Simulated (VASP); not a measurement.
# Settings for MgO: relaxation of the cell

MgO, Fm-3m (no. 225), 2 atoms in the cell. R2SCAN; PAW potentials Mg, O (PBE set). VASP 6.6.1. The cell is changed on purpose: volume scaled by 1.06.

Wanted: cell volume within 1 %; lattice lengths within 0.4 %; shortest distances from each atom, periodic images included within 0.02 Å.

What the run is for: cell; Accuracy asked: screening.

The series start from Plane-wave cutoff (eV): 600; k-point mesh: 7 × 7 × 7; Relaxation passes: 2; Ionic threshold (EDIFFG): -0.005; Electronic threshold (eV): 1e-6; Precision mode (PREC): Accurate; Relaxation algorithm: IBRION=2 POTIM=0.5. Each series keeps the choices made before it, and each single choice may use up half of a tolerance. Times cover all steps of a run.

## Plane-wave cutoff (eV)

| Plane-wave cutoff (eV) | Cell volume (Å³) | Lattice lengths, largest deviation against the largest value | Shortest distances from each atom, periodic images included, largest deviation (Å) | Time (s) |
|---|---|---|---|---|
| 400 | 17.99 | 0.85 % | 0.018 | 70 |
| 460 | 18.38 | 0.14 % | 0.003 | 96 |
| 520 | 18.45 | 0.024 % | 0.001 | 75 |
| 600 | 18.42 | 0.07 % | 0.001 | 72 |
| 700 | 18.43 | 0.054 % | 0.001 | 103 |
| 840 (reference) | 18.46 | 0 % | 0.000 | 109 |

## k-point mesh

| k-point mesh | Cell volume (Å³) | Lattice lengths, largest deviation against the largest value | Shortest distances from each atom, periodic images included, largest deviation (Å) | Time (s) |
|---|---|---|---|---|
| 4 × 4 × 4 | 18.39 | 0.013 % | 0.000 | 66 |
| 5 × 5 × 5 | 18.38 | 0.00068 % | 0.000 | 72 |
| 6 × 6 × 6 | 18.38 | 0.00034 % | 0.000 | 87 |
| 7 × 7 × 7 | 18.38 | 0.003 % | 0.000 | 96 |
| 9 × 9 × 9 | 18.38 | 0.001 % | 0.000 | 132 |
| 11 × 11 × 11 (reference) | 18.38 | 0 % | 0.000 | 180 |

## Relaxation passes

| Relaxation passes | Cell volume (Å³) | Lattice lengths, largest deviation against the largest value | Shortest distances from each atom, periodic images included, largest deviation (Å) | Time (s) |
|---|---|---|---|---|
| 1 | 18.43 | 0.066 % | 0.001 | 43 |
| 2 | 18.39 | 0 % | 0.000 | 66 |
| 3 (reference) | 18.39 | 0 % | 0.000 | 78 |

## Ionic threshold (EDIFFG)

| Ionic threshold (EDIFFG) | Cell volume (Å³) | Lattice lengths, largest deviation against the largest value | Shortest distances from each atom, periodic images included, largest deviation (Å) | Time (s) |
|---|---|---|---|---|
| -0.05 | 18.43 | 0 % | 0.000 | 39 |
| -0.02 | 18.43 | 0 % | 0.000 | 40 |
| -0.01 | 18.43 | 0 % | 0.000 | 40 |
| -0.005 | 18.43 | 0 % | 0.000 | 43 |
| -0.002 (reference) | 18.43 | 0 % | 0.000 | 40 |

## Electronic threshold (eV)

| Electronic threshold (eV) | Cell volume (Å³) | Lattice lengths, largest deviation against the largest value | Shortest distances from each atom, periodic images included, largest deviation (Å) | Time (s) |
|---|---|---|---|---|
| 0.0001 | 18.42 | 0.0078 % | 0.000 | 29 |
| 1e-5 | 18.43 | 0 % | 0.000 | 35 |
| 1e-6 | 18.43 | 0 % | 0.000 | 39 |
| 1e-7 (reference) | 18.43 | 0 % | 0.000 | 44 |

## Precision mode (PREC)

| Precision mode (PREC) | Cell volume (Å³) | Lattice lengths, largest deviation against the largest value | Shortest distances from each atom, periodic images included, largest deviation (Å) | Time (s) |
|---|---|---|---|---|
| Normal | 18.42 | 0.0017 % | 0.000 | 18 |
| Accurate (reference) | 18.42 | 0 % | 0.000 | 29 |

## Relaxation algorithm

| Relaxation algorithm | Cell volume (Å³) | Lattice lengths, largest deviation against the largest value | Shortest distances from each atom, periodic images included, largest deviation (Å) | Time (s) |
|---|---|---|---|---|
| IBRION=2 POTIM=0.5 | 18.42 | 0 % | 0.000 | 18 |
| IBRION=2 POTIM=0.2 | 18.43 | 0.016 % | 0.000 | 22 |
| IBRION=1 POTIM=0.5 | 18.46 | 0.06 % | 0.001 | 19 |
| IBRION=1 POTIM=0.2 | 18.4 | 0.043 % | 0.001 | 19 |

## Question

The rows run from the loosest to the tightest (no order: relaxation algorithm). For each series: choose the loosest value from which every tighter one stays within half of the tolerance; where there is no order, keep the first row unless others stay within half of the tolerance and take at least 30 % less time, and then take the fastest.

## Answer

- Plane-wave cutoff (eV): 460
- k-point mesh: 4 × 4 × 4
- Relaxation passes: 1
- Ionic threshold (EDIFFG): -0.05
- Electronic threshold (eV): 0.0001
- Precision mode (PREC): Normal
- Relaxation algorithm: IBRION=2 POTIM=0.5

## All choices together

| Input | Cell volume (Å³) | Lattice lengths, largest deviation against the largest value | Shortest distances from each atom, periodic images included, largest deviation (Å) | Time (s) |
|---|---|---|---|---|
| the program's defaults (naive) | 17.99 | 0.85 % | 0.018 | 11 |
| chosen settings | 18.42 | 0.069 % | 0.001 | 18 |
| reference settings throughout | 18.46 | 0 % | 0.000 | 357 |

The tolerance is met.

Values of the reference run: Lattice lengths: 2.967, 2.967, 2.967 Å; Shortest distances from each atom, periodic images included: 2.098, 2.098, 2.098, 2.098, 2.098, 2.098, 2.098, 2.098 Å.

## The input

INCAR.step1:
```
SYSTEM = MgO
METAGGA = R2SCAN ; ISMEAR = 0
SIGMA = 0.03 ; LWAVE = .FALSE.
LCHARG = .FALSE. ; NSW = 80
PREC = Normal ; LASPH = .TRUE.
LREAL = .FALSE. ; ALGO = Normal
EDIFF = 1E-4 ; NELM = 120
GGA_COMPAT = .FALSE. ; IBRION = 2
ISIF = 3 ; EDIFFG = -0.05
NELMIN = 4 ; ENCUT = 460
EFERMI = MIDGAP ; LMIXTAU = .TRUE.
POTIM = 0.5
```

INCAR.step2, as INCAR.step1 but for:
```
- NSW = 80
- IBRION = 2
- ISIF = 3
- EDIFFG = -0.05
- NELMIN = 4
- POTIM = 0.5
+ ISIF = 2
```

KPOINTS:
```
Automatic mesh
0
Gamma
  4 4 4
  0 0 0
```

POSCAR.step1:
```
MgO
1.0
    0.0000000000      2.1381295086      2.1381295086
    2.1381295086      0.0000000000      2.1381295086
    2.1381295086      2.1381295086      0.0000000000
Mg O
1 1
Direct
    0.0000000000      0.0000000000      0.0000000000
    0.5000000000      0.5000000000      0.5000000000
```

Commands (each step's output is kept before the next begins):
```
cat potpaw_PBE.64/Mg/POTCAR potpaw_PBE.64/O/POTCAR > POTCAR
cp INCAR.step1 INCAR
cp POSCAR.step1 POSCAR
mpirun -np 1 vasp_std > vasp.out
cp CONTCAR POSCAR
cp INCAR.step2 INCAR
mpirun -np 1 vasp_std > vasp.out
```

The chosen input took VASP 6.6.1 18 s on 1 core (AMD EPYC 9R45 (Zen 5)), a shared host.

## An input that fails: cell relaxed at a low cutoff

It runs to its end, but against the unchanged starting input it is off by 19 % in the cell volume, 6.6 % in the lattice lengths, 0.139 Å in the shortest distances from each atom, periodic images included.

Changes against the starting input:
```
(all steps)
- PREC = Accurate
- NELM = 120
- ENCUT = 600
+ PREC = Low
+ NELM = 96
+ ENCUT = 280
```
